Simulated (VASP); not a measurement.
Output of a VASP run:

**OSZICAR**
```
       N       E                     dE             d eps       ncg     rms          rms(c)
DAV:   1     0.619292246920E+03    0.61929E+03   -0.23075E+04  5160   0.135E+03
DAV:   2     0.576344035578E+02   -0.56166E+03   -0.54840E+03  5225   0.391E+02
DAV:   3    -0.298669166159E+02   -0.87501E+02   -0.86181E+02  7009   0.178E+02
DAV:   4    -0.351333181020E+02   -0.52664E+01   -0.52192E+01  7717   0.461E+01
DAV:   5    -0.352880504589E+02   -0.15473E+00   -0.15445E+00  8000   0.810E+00    0.170E+01
DAV:   6    -0.345961592205E+02    0.69189E+00   -0.36051E+01  7266   0.849E+01    0.113E+01
DAV:   7    -0.327580565981E+02    0.18381E+01   -0.10158E+01  7093   0.741E+01    0.705E+00
DAV:   8    -0.330408590757E+02   -0.28280E+00   -0.35609E+00  7976   0.152E+01    0.399E+00
DAV:   9    -0.329194159331E+02    0.12144E+00   -0.13430E+00  7050   0.177E+01    0.113E+00
DAV:  10    -0.329176875592E+02    0.17284E-02   -0.16050E-01  7311   0.743E+00    0.520E-01
DAV:  11    -0.329168498333E+02    0.83773E-03   -0.17031E-02  8149   0.154E+00    0.268E-01
DAV:  12    -0.329168797690E+02   -0.29936E-04   -0.25487E-03  7736   0.546E-01    0.979E-02
DAV:  13    -0.329169280766E+02   -0.48308E-04   -0.35613E-04  8077   0.197E-01    0.494E-02
DAV:  14    -0.329169605524E+02   -0.32476E-04   -0.21920E-04  7125   0.270E-01    0.358E-02
DAV:  15    -0.329169579617E+02    0.25908E-05   -0.38101E-05  7034   0.798E-02    0.180E-02
DAV:  16    -0.329169537706E+02    0.41911E-05   -0.23748E-05  5856   0.792E-02    0.400E-03
DAV:  17    -0.329169543491E+02   -0.57856E-06   -0.50220E-06  5591   0.123E-02
   1 F= -.32916954E+02 E0= -.32916954E+02  d E =-.706900E-08  mag=    -0.0000
```

File OUTCAR:
```
------------------------ aborting loop because EDIFF is reached ----------------------------------------
  FORCE on cell =-STRESS in cart. coord.  units (eV):
  Direction    XX          YY          ZZ          XY          YZ          ZX
  --------------------------------------------------------------------------------------
  Total        1.0600082      1.0600082      0.8435660      0.0000000      0.0000000      0.0000000
  in kB        9.8638989      9.8638989      7.8497974      0.0000000      0.0000000      0.0000000
  external PRESSURE =       9.1925318 kB  Pullay stress =       0.0000000 kB
  volume of cell :      172.18
      direct lattice vectors                 reciprocal lattice vectors
    -2.774076000  2.774076000  5.593382000     0.000000000  0.180240195  0.089391356
     2.774076000 -2.774076000  5.593382000     0.180240195  0.000000000  0.089391356
     2.774076000  2.774076000 -5.593382000     0.180240195  0.180240195  0.000000000
 POSITION                                       TOTAL-FORCE (eV/Angst)
 -----------------------------------------------------------------------------------
      0.00000      0.00000      5.59338         0.000000     -0.000000     -0.000000
      2.77408      0.00000      2.79669         0.000000     -0.000000      0.000000
      0.00000      0.00000      0.00000         0.000000     -0.000000      0.000000
      0.00000      2.77408      2.79669         0.000000     -0.000000     -0.000000
      1.49800      1.38704      6.99173         0.495906     -0.000000     -0.000000
      4.16111      1.27607     -1.39835        -0.000000     -0.495906      0.000000
      1.27607      1.38704      1.39835        -0.495906     -0.000000      0.000000
     -1.38704      1.49800      4.19504         0.000000      0.495906     -0.000000
 -----------------------------------------------------------------------------------
    total drift:                               -0.000053     -0.000053     -0.000042
  FREE ENERGIE OF THE ION-ELECTRON SYSTEM (eV)
  ---------------------------------------------------
  free  energy   TOTEN  =       -32.9169543491 eV

  energy  without entropy=      -32.9169543420  energy(sigma->0) =      -32.91695435

 total charge

# of ion       s       p       d       tot
------------------------------------------
    1        0.804   0.696   9.930  11.431
    2        0.804   0.696   9.930  11.431
    3        0.347   0.330   9.278   9.955
    4        0.347   0.330   9.278   9.955
    5        1.328   2.386   0.000   3.714
    6        1.328   2.386   0.000   3.714
    7        1.328   2.386   0.000   3.714
    8        1.328   2.386   0.000   3.714
--------------------------------------------------
tot          7.613  11.596  38.418  57.627

 magnetization (x)

# of ion       s       p       d       tot
------------------------------------------
    1        0.000  -0.000   0.000   0.000
    2        0.000  -0.000   0.000   0.000
    3       -0.000  -0.000   0.000  -0.000
    4       -0.000  -0.000   0.000  -0.000
    5        0.000   0.000   0.000   0.000
    6        0.000   0.000   0.000   0.000
    7        0.000   0.000   0.000   0.000
    8        0.000   0.000   0.000   0.000
--------------------------------------------------
tot          0.000   0.000   0.000   0.000
```
(Selected blocks of OUTCAR.)

**POSCAR**
```
CuInS2
1
   -2.7740760000     2.7740760000     5.5933820000
    2.7740760000    -2.7740760000     5.5933820000
    2.7740760000     2.7740760000    -5.5933820000
In Cu S
2 2 4
Direct
  0.5000000000   0.5000000000   0.0000000000
  0.2500000000   0.7500000000   0.5000000000
  0.0000000000   0.0000000000   0.0000000000
  0.7500000000   0.2500000000   0.5000000000
  0.8750000000   0.8950000000   0.5200000000
  0.1050000000   0.6250000000   0.9800000000
  0.3750000000   0.3550000000   0.4800000000
  0.6450000000   0.1250000000   0.0200000000
```

**Question.** Reconstruct the remaining input files.

**Answer.** Several could match; the one computed here: the input of the run itself, PBE GGA, plane waves, VASP's PBE PAW potentials (set 64).

**INCAR**
```
LMAXMIX = 4
SYSTEM = CuInS2
LCHARG = .False.
NELM = 100
SIGMA = 0.02   ! width (eV)
LWAVE = .False.
LASPH = .True.   ! aspherical one-centre terms
EDIFF = 1E-6   ! SCF stop (eV)
GGA = PE   ! PBE
PREC = Accurate
ISMEAR = 0   ! Gaussian
ALGO = Normal
ISPIN = 2
LREAL = .False.   ! projection in real space or not
ISIF = 2
LORBIT = 11
MAGMOM = 0.0 0.0 0.25 0.25 0.0 0.0 0.0 0.0
ENCUT = 300   ! plane-wave cut-off (eV)
```

**KPOINTS**
```
Automatic
0
Gamma
  6 6 6
```

POTCAR, in this order: In_d Cu S (PBE.64 set). Program: vasp_std.

At this cut-off the stress carries a Pulay error, which pulls relaxed volumes low. The moments were started parallel, and other spin orders were not tried in this run.

The structure is a typed CuInS2 crystal. The cell was not relaxed at this level. The run is one of a series of settings (ISPIN = 2, MAGMOM = 0.0 0.0 0.25 0.25 0.0 0.0 0.0 0.0 against the base run), some of them coarse on purpose.
